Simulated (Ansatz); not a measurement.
## SnS₂ at a changed volume — ³³S NMR of the central transition

Cell: a structure deposited in the COD, relaxed with PBE at fixed cell and then changed (volume scaled by 0.96, ions relaxed).

```
Sn S
1.0
     3.55628    0.00000    0.00000
    -1.77814    3.07983    0.00000
     0.00000    0.00000    5.38621
Sn S
1 2
Direct
  0.00000 0.00000 0.00000
  0.66667 0.33333 0.72341
  0.33333 0.66667 0.27659
```

Atom numbers follow the list; atoms alike are taken as one site, whose name carries the number of the first.

The numbers come from a DFT calculation in Ansatz (PBE, plane waves and PAW, scalar-relativistic, 420 eV cutoff, Γ-centred 14×14×8 k-points, Fermi–Dirac smearing 0.02 eV).

³³S has I = 3/2 and Q = -69.40 mb (Pyykkö 2018); at 21.1 T its Larmor frequency is ν₀ = 69.0 MHz. Only the quadrupole interaction is simulated: positions count from each site's isotropic chemical shift, and J coupling is left out, as are shift anisotropy and dipolar coupling, which fast spinning averages.

Simulated pattern of one S site (fast magic-angle spinning, Gaussian broadening 0.8 kHz):

```json
{"offset (kHz)": "-16.87", "height": "0"}
{"offset (kHz)": "-16.47", "height": "1"}
{"offset (kHz)": "-16.08", "height": "3"}
{"offset (kHz)": "-15.68", "height": "5"}
{"offset (kHz)": "-15.29", "height": "5"}
{"offset (kHz)": "-14.89", "height": "5"}
{"offset (kHz)": "-14.49", "height": "6"}
{"offset (kHz)": "-14.10", "height": "6"}
{"offset (kHz)": "-13.70", "height": "6"}
{"offset (kHz)": "-13.30", "height": "6"}
{"offset (kHz)": "-12.91", "height": "6"}
{"offset (kHz)": "-12.51", "height": "6"}
{"offset (kHz)": "-12.12", "height": "6"}
{"offset (kHz)": "-11.72", "height": "6"}
{"offset (kHz)": "-11.32", "height": "7"}
{"offset (kHz)": "-10.93", "height": "9"}
{"offset (kHz)": "-10.53", "height": "27"}
{"offset (kHz)": "-10.13", "height": "65"}
{"offset (kHz)": "-9.74", "height": "77"}
{"offset (kHz)": "-9.34", "height": "62"}
{"offset (kHz)": "-8.95", "height": "50"}
{"offset (kHz)": "-8.55", "height": "45"}
{"offset (kHz)": "-8.15", "height": "42"}
{"offset (kHz)": "-7.76", "height": "40"}
{"offset (kHz)": "-7.36", "height": "39"}
{"offset (kHz)": "-6.96", "height": "39"}
{"offset (kHz)": "-6.57", "height": "38"}
{"offset (kHz)": "-6.17", "height": "38"}
{"offset (kHz)": "-5.78", "height": "39"}
{"offset (kHz)": "-5.38", "height": "40"}
{"offset (kHz)": "-4.98", "height": "42"}
{"offset (kHz)": "-4.59", "height": "44"}
{"offset (kHz)": "-4.19", "height": "48"}
{"offset (kHz)": "-3.79", "height": "53"}
{"offset (kHz)": "-3.40", "height": "62"}
{"offset (kHz)": "-3.00", "height": "81"}
{"offset (kHz)": "-2.60", "height": "100"}
{"offset (kHz)": "-2.21", "height": "71"}
{"offset (kHz)": "-1.81", "height": "20"}
{"offset (kHz)": "-1.42", "height": "2"}
```

Question: Which |C_Q| and η does the pattern imply?

Answer: The pattern spans 13.9 kHz before broadening and its centre of gravity is at -6.47 kHz, which fixes P_Q; the places of the horns and steps fix η. That gives P_Q = 4.23 MHz, |C_Q| = 4.23 MHz and η = 0.00. The sign of C_Q can't be read from the pattern.

An axis of threefold or higher order runs through S, so V_zz lies along it and η is zero.

Without spin–orbit coupling (the program notes it for Sn) the gradients can shift somewhat, as the gap is small. At this changed cell the PBE pressure is 11 GPa.
